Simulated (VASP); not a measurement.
# Sb (I4/mmm) in VASP: further runs

One crystal, Sb, is run at these levels: r2SCAN; tasks: single point.

All numbers are computed with VASP 6.6.1; they aren't measurements. Logs are shortened: lines on timing, memory, paths and dates and some standing lists are left out, and cuts for length are marked.

## Step 1: Starting point

It takes space group I4/mmm (No. 139, tetragonal). The conventional cell has a = 3.153 Å, b = 3.153 Å, c = 5.424 Å, α = 90.00°, β = 90.00°, γ = 90.00°. Around Sb (site symmetry 4/mmm) lie 12 Sb at 3.15 to 3.51 Å.

This isn't the form of Sb at room conditions, which is rhombohedral.

## Step 2: Single point, r2SCAN

File INCAR:

```
ADDGRID = False
ALGO = Normal
EDIFF = 1E-6
ENCUT = 600
ISIF = 2
ISMEAR = 0
LASPH = True
LCHARG = False
LMIXTAU = True
LREAL = False
LWAVE = False
METAGGA = R2SCAN
NBANDS = 8
NELM = 100
PREC = Accurate
SIGMA = 0.05
```

File KPOINTS:

```
k-points
0
Gamma
  7 7 7
```

File POSCAR:

```
Sb
1.0
   -1.5638750000      1.6131910000      2.7402030000
    1.6104090000     -1.5604430000      2.7365900000
    1.5281950000      1.5247630000     -2.7095380000
Sb
1
Direct
    0.0004760000      0.0218010000      0.0165680000
```

Potentials or basis: VASP PAW PBE potentials, release 64 (Sb).

Run with:

```bash
> cat potpaw_PBE.64/Sb/POTCAR > POTCAR
> mpirun -np 1 vasp_std > vasp.out
```

OUTCAR:

```text
EDIFF = 1E-6
   ENCUT = 600
   ISIF = 2
   ISMEAR = 0
   LASPH = True
   LREAL = False
   METAGGA = R2SCAN
   NELM = 100
   PREC = Accurate

 Found    172 irreducible k-points:

 Following reciprocal coordinates:
            Coordinates               Weight
  0.000000  0.000000  0.000000      1.000000
  0.142857 -0.000000  0.000000      2.000000
  0.285714  0.000000  0.000000      2.000000
  0.428571  0.000000  0.000000      2.000000
 -0.000000  0.142857 -0.000000      2.000000
  0.142857  0.142857  0.000000      2.000000
   k-points           NKPTS =    172   k-points in BZ     NKDIM =    172   number of bands    NBANDS=      8
   number of dos      NEDOS =    301   number of ions     NIONS =      1
   total plane-waves  NPLWV =  21952
   dimension x,y,z NGX =    28 NGY =   28 NGZ =   28
   dimension x,y,z NGXF=    56 NGYF=   56 NGZF=   56
   ions per type =               1
   NGX,Y,Z   is equivalent  to a cutoff of  13.14, 13.16, 13.44 a.u.
   NGXF,Y,Z  is equivalent  to a cutoff of  26.27, 26.31, 26.87 a.u.
 SYSTEM =  unknown system
   PREC   = accura    normal or accurate (medium, high low for compatibility)
   ISTART =      0    job   : 0-new  1-cont  2-samecut
   ICHARG =      2    charge: 1-file 2-atom 10-const
   ISPIN  =      1    spin polarized calculation?
   LNONCOLLINEAR =      F non collinear calculations
   LSORBIT =      F    spin-orbit coupling
   LASPH  =      T    aspherical Exc in radial PAW
   ENCUT  =  600.0 eV  44.10 Ry    6.64 a.u.   7.08  7.07  6.92*2*pi/ulx,y,z
   NELM   =    100;   NELMIN=  2; NELMDL= -5     # of ELM steps
   EDIFF  = 0.1E-05   stopping-criterion for ELM
   LREAL  =      F    real-space projection
   EDIFFG = 0.1E-04   stopping-criterion for IOM
   NSW    =      0    number of steps for IOM
   IBRION =     -1    ionic relax: 0-MD 1-quasi-New 2-CG
   NFREE  =      0    steps in history (QN), initial steepest desc. (CG)
   ISIF   =      2    stress and relaxation
   ISYM   =      2    0-nonsym 1-usesym 2-fastsym
   POTIM  = 0.5000    time-step for ionic-motion
   TEBEG  =    0.0;   TEEND  =   0.0 temperature during run
   PSTRESS=    0.0 pullay stress
   NELECT =       5.0000    total number of electrons
   NUPDOWN=      -1.0000    fix difference up-down
   EMIN   =  10.00;   EMAX   =-10.00  energy-range for DOS
   EFERMI =   0.00;   METHOD = LEGACY
   ISMEAR =     0;   SIGMA  =   0.05  broadening in eV -4-tet -1-fermi 0-gaus
   EFERMI_NEDOS =   21; number of points for ismear=-14 and -15
   IALGO  =     38    algorithm
   IMIX   =      4    mixing-type and parameters
     AMIX     =   0.40;   BMIX     =  1.00
     AMIX_MAG =   1.60;   BMIX_MAG =  1.00
  volume/ion in A,a.u.               =      26.96       181.95
  Fermi-wavevector in a.u.,A,eV,Ry     =   0.933573  1.764197 11.858272  0.871558
  Thomas-Fermi vector in A             =   2.060288
   LORBIT       =      0    0 simple, 1 ext, 2 COOP (PROOUT), +10 PAW based schemes
   METAGGA = R2SCAN    functional components
   LHFCALC =     F    Hartree Fock is set to
   AEXX    =    0.0000 exact exchange contribution
   IVDW    =     0    specifies the selected vdW correction
   LEPSILON=     F    determine dielectric tensor
   LRPA    =     F    only Hartree local field effects (RPA)
 non-spin polarized calculation
 Gauss-broadening in eV      SIGMA  =   0.05
  energy-cutoff  :      600.00
  volume of cell :       26.96
 maximum number of plane-waves:       912
   NGX = 15   NGY = 15   NGZ = 13

 number of electron       5.0000000 magnetization

 Free energy of the ion-electron system (eV)
  ---------------------------------------------------
  ext. energy  EPLUGINS =         0.00000000
  ---------------------------------------------------
  free energy    TOTEN  =       -25.24294242 eV

  energy without entropy =      -25.24216295  energy(sigma->0) =      -25.24255269

 E-fermi :   8.3946     XC(G=0): -10.7737

 val. band max:        8.3736645649   @ k =   0.4286   0.1429   0.1429
 cond. band min:       8.4247610034   @ k =   0.0000   0.1429   0.4286
 fundamental gap:      0.0510964385
 Fermi energy:         8.3945951262

 k-point     1 :       0.0000    0.0000    0.0000
  band No.  band energies     occupation
      1      -5.1280      2.00000
      2      13.1626      0.00000
      3      14.2056      0.00000
      4      14.2641      0.00000
      5      18.1225      0.00000
      6      19.3538      0.00000
      7      19.7577      0.00000
      8      19.9571      0.00000

 k-point     2 :       0.1429   -0.0000    0.0000
  band No.  band energies     occupation
      1      -4.7028      2.00000
      2      10.8610      0.00000
      3      12.6467      0.00000
      4      14.1873      0.00000
      5      17.4038      0.00000
      6      18.6421      0.00000
      7      20.1870      0.00000
      8      20.5185      0.00000

 k-point     3 :       0.2857    0.0000    0.0000
  band No.  band energies     occupation
      1      -3.4547      2.00000
      2       6.5306      2.00000
      3      11.3024      0.00000
      4      14.2086      0.00000
      5      15.9113      0.00000
      6      18.6162      0.00000
      7      21.0443      0.00000
      8      22.2746      0.00000

 k-point     4 :       0.4286    0.0000    0.0000
  band No.  band energies     occupation
      1      -1.6484      2.00000
      2       3.0306      2.00000
      3      10.4993      0.00000
      4      14.3367      0.00000
      5      15.1894      0.00000
      6      19.0421      0.00000
      7      20.0011      0.00000
      8      20.6656      0.00000

 k-point     5 :      -0.0000    0.1429   -0.0000
  band No.  band energies     occupation
      1      -4.7020      2.00000
      2      10.8752      0.00000
      3      12.6296      0.00000
      4      14.1874      0.00000
      5      17.3841      0.00000
      6      18.6395      0.00000
      7      20.1758      0.00000
      8      20.5391      0.00000

 k-point     6 :       0.1429    0.1429    0.0000
  band No.  band energies     occupation
      1      -4.0747      2.00000
      2       9.6813      0.00000
      3      10.4799      0.00000
      4      12.3634      0.00000
      5      17.8575      0.00000
      6      18.4660      0.00000
      7      20.6214      0.00000
      8      21.7791      0.00000

 [... further k-points ...]

------------------------ aborting loop because EDIFF is reached ----------------------------------------

  FORCE on cell =-STRESS in cart. coord.  units (eV):
  Direction    XX          YY          ZZ          XY          YZ          ZX
  --------------------------------------------------------------------------------------
  -------------------------------------------------------------------------------------
  Total        0.1238389      0.1261833      0.7715534      0.1043929     -0.0258834     -0.0334235
  in kB        7.3589832      7.4982973     45.8486751      6.2034282     -1.5380928     -1.9861533
  external PRESSURE =      20.2353186 kB  Pullay stress =       0.0000000 kB

 VOLUME and BASIS-vectors are now :
 -----------------------------------------------------------------------------
  energy-cutoff  :      600.00
  volume of cell :       26.96
      direct lattice vectors                 reciprocal lattice vectors
    -1.563875000  1.613191000  2.740203000     0.002055809  0.316948054  0.179518554
     1.610409000 -1.560443000  2.736590000     0.317083613  0.001847581  0.179876686
     1.528195000  1.524763000 -2.709538000     0.322328449  0.322401118 -0.005843793

 POSITION                                       TOTAL-FORCE (eV/Angst)
 -----------------------------------------------------------------------------------
      0.05968     -0.00799      0.01607         0.000000      0.000000     -0.000000
 -----------------------------------------------------------------------------------
    total drift:                                0.000000      0.000000     -0.000000

  FREE ENERGIE OF THE ION-ELECTRON SYSTEM (eV)
  ---------------------------------------------------
  free  energy   TOTEN  =       -25.2429424242 eV

  energy  without entropy=      -25.2421629544  energy(sigma->0) =      -25.24255269
```

Wall time 2.4 min (1 thread of Intel Xeon Platinum 8375C at 2.90GHz (Ice Lake), shared host); peak memory 0.19 GiB.

The run converged, but some of its settings lie outside the range that counts as converged, so its numbers aren't taken as properties of the crystal.

What came out:

| Property | Result |
| --- | --- |
| Free energy | -25.2429 eV |
| Pressure | 2.0 GPa |
| Band gap on the k mesh | none (metal or under the smearing width) |

Caveat: the k mesh is coarse (spacing up to 0.41 Å⁻¹), so the values aren't converged; the PAW data sets were made with another functional, which shifts forces and pressure a little.

## Step 3: Single point, r2SCAN

INCAR: that of step 2 with these lines changed.

```diff
@@ -3,3 +3,3 @@
 EDIFF = 1E-6
-ENCUT = 600
+ENCUT = 400
 ISIF = 2
```

File KPOINTS:

```
k-points
0
Gamma
  9 9 9
```

File POSCAR:

```
Sb
1.0
   -1.5765401831      1.5765401831      2.7119384313
    1.5765401831     -1.5765401831      2.7119384313
    1.5765401831      1.5765401831     -2.7119384313
Sb
1
Direct
    0.0000000000      0.0000000000      0.0000000000
```

Potentials or basis: VASP PAW PBE potentials, release 64 (Sb).

Run with:

```bash
> cat potpaw_PBE.64/Sb/POTCAR > POTCAR
> mpirun -np 1 vasp_std > vasp.out
```

OUTCAR:

```text
EDIFF = 1E-6
   ENCUT = 400
   ISIF = 2
   ISMEAR = 0
   LASPH = True
   LREAL = False
   METAGGA = R2SCAN
   NELM = 100
   PREC = Accurate

 Found     75 irreducible k-points:

 Following reciprocal coordinates:
            Coordinates               Weight
  0.000000  0.000000  0.000000      1.000000
  0.111111  0.000000 -0.000000      8.000000
  0.222222  0.000000  0.000000      8.000000
  0.333333  0.000000  0.000000      8.000000
  0.444444  0.000000  0.000000      8.000000
  0.111111  0.111111 -0.000000      8.000000
   k-points           NKPTS =     75   k-points in BZ     NKDIM =     75   number of bands    NBANDS=      8
   number of dos      NEDOS =    301   number of ions     NIONS =      1
   total plane-waves  NPLWV =  13824
   dimension x,y,z NGX =    24 NGY =   24 NGZ =   24
   dimension x,y,z NGXF=    48 NGYF=   48 NGZF=   48
   ions per type =               1
   NGX,Y,Z   is equivalent  to a cutoff of  11.36, 11.36, 11.36 a.u.
   NGXF,Y,Z  is equivalent  to a cutoff of  22.73, 22.73, 22.73 a.u.
 SYSTEM =  unknown system
   PREC   = accura    normal or accurate (medium, high low for compatibility)
   ISTART =      0    job   : 0-new  1-cont  2-samecut
   ICHARG =      2    charge: 1-file 2-atom 10-const
   ISPIN  =      1    spin polarized calculation?
   LNONCOLLINEAR =      F non collinear calculations
[... 59 lines left out ...]

 k-point     1 :       0.0000    0.0000    0.0000
  band No.  band energies     occupation
      1      -5.1283      2.00000
      2      13.3281      0.00000
      3      14.2060      0.00000
      4      14.2060      0.00000
      5      18.1758      0.00000
      6      19.6814      0.00000
      7      19.7484      0.00000
      8      19.7484      0.00000
[... 45 lines left out ...]
 k-point     6 :       0.1111    0.1111   -0.0000
  band No.  band energies     occupation
      1      -4.4758      2.00000
      2      10.8343      0.00000
      3      11.6847      0.00000
      4      12.9918      0.00000
      5      17.9431      0.00000
      6      18.2211      0.00000
      7      19.6055      0.00000
      8      21.3314      0.00000

 [... further k-points ...]

------------------------ aborting loop because EDIFF is reached ----------------------------------------

  FORCE on cell =-STRESS in cart. coord.  units (eV):
  Direction    XX          YY          ZZ          XY          YZ          ZX
  --------------------------------------------------------------------------------------
  -------------------------------------------------------------------------------------
  Total        0.0288561      0.0288561      0.5218866      0.0000000      0.0000000      0.0000000
  in kB        1.7147422      1.7147422     31.0125043      0.0000000      0.0000000      0.0000000
  external PRESSURE =      11.4806629 kB  Pullay stress =       0.0000000 kB

 VOLUME and BASIS-vectors are now :
 -----------------------------------------------------------------------------
  energy-cutoff  :      400.00
  volume of cell :       26.96
      direct lattice vectors                 reciprocal lattice vectors
    -1.576540183  1.576540183  2.711938431     0.000000000  0.317150178  0.184369967
     1.576540183 -1.576540183  2.711938431     0.317150178  0.000000000  0.184369967
     1.576540183  1.576540183 -2.711938431     0.317150178  0.317150178  0.000000000

 POSITION                                       TOTAL-FORCE (eV/Angst)
 -----------------------------------------------------------------------------------
      0.00000      0.00000      0.00000         0.000000     -0.000000      0.000000
 -----------------------------------------------------------------------------------
    total drift:                                0.000000      0.000000     -0.000000

  FREE ENERGIE OF THE ION-ELECTRON SYSTEM (eV)
  ---------------------------------------------------
  free  energy   TOTEN  =       -25.2802641459 eV

  energy  without entropy=      -25.2789444733  energy(sigma->0) =      -25.27960431
```

OSZICAR:

```text
N       E                     dE             d eps       ncg     rms          rms(c)
DAV:   1    -0.180518348158E+02   -0.18052E+02   -0.14254E+03  1200   0.330E+02
DAV:   2    -0.258122802523E+02   -0.77604E+01   -0.74854E+01  1648   0.492E+01
DAV:   3    -0.258989837749E+02   -0.86704E-01   -0.86611E-01  1560   0.574E+00
DAV:   4    -0.258991841547E+02   -0.20038E-03   -0.20038E-03  1736   0.332E-01
DAV:   5    -0.258991845090E+02   -0.35423E-06   -0.35442E-06  1648   0.960E-03    0.152E+00
DAV:   6    -0.251634445678E+02    0.73574E+00   -0.12221E-01  1384   0.249E+00    0.997E-01
DAV:   7    -0.253550168534E+02   -0.19157E+00   -0.10617E-01  1216   0.223E+00    0.136E-01
DAV:   8    -0.252799758049E+02    0.75041E-01   -0.58616E-02  1296   0.171E+00    0.738E-02
DAV:   9    -0.252780694780E+02    0.19063E-02   -0.68307E-04  1664   0.189E-01    0.936E-02
DAV:  10    -0.252787951449E+02   -0.72567E-03   -0.18883E-03  1240   0.299E-01    0.454E-02
DAV:  11    -0.252796070224E+02   -0.81188E-03   -0.74244E-04  1552   0.249E-01    0.526E-02
DAV:  12    -0.252799852716E+02   -0.37825E-03   -0.13656E-04  1264   0.918E-02    0.381E-02
DAV:  13    -0.252801460386E+02   -0.16077E-03   -0.72299E-05  1352   0.689E-02    0.237E-02
DAV:  14    -0.252802516326E+02   -0.10559E-03   -0.97617E-05  1288   0.872E-02    0.345E-03
DAV:  15    -0.252802638878E+02   -0.12255E-04   -0.58868E-06  1456   0.187E-02    0.319E-03
DAV:  16    -0.252802641459E+02   -0.25807E-06   -0.11288E-06  1360   0.903E-03
   1 F= -.25280264E+02 E0= -.25279604E+02  d E =-.131967E-02
```

Wall time 28 s (1 thread of Intel Xeon Platinum 8375C at 2.90GHz (Ice Lake), shared host); peak memory 0.14 GiB.

The run converged, but some of its settings lie outside the range that counts as converged, so its numbers aren't taken as properties of the crystal.

What came out:

| Item | Value |
| --- | --- |
| Free energy | -25.2803 eV |
| Pressure | 1.1 GPa |
| Band gap on the k mesh | none (metal or under the smearing width) |

Caveat: the PAW data sets were made with another functional, which shifts forces and pressure a little.

## Step 4: The reference run

An earlier run on the cell as given: functional PBEsol; potentials or basis VASP PAW PBE potentials, release 64 (Sb); cutoff 520 eV; k mesh 12 × 12 × 12; occupations fermi-dirac, width 0.05 eV; no spin polarisation.

* Pressure: -1.3 GPa
* Band gap on the k mesh: none (metal or under the smearing width)
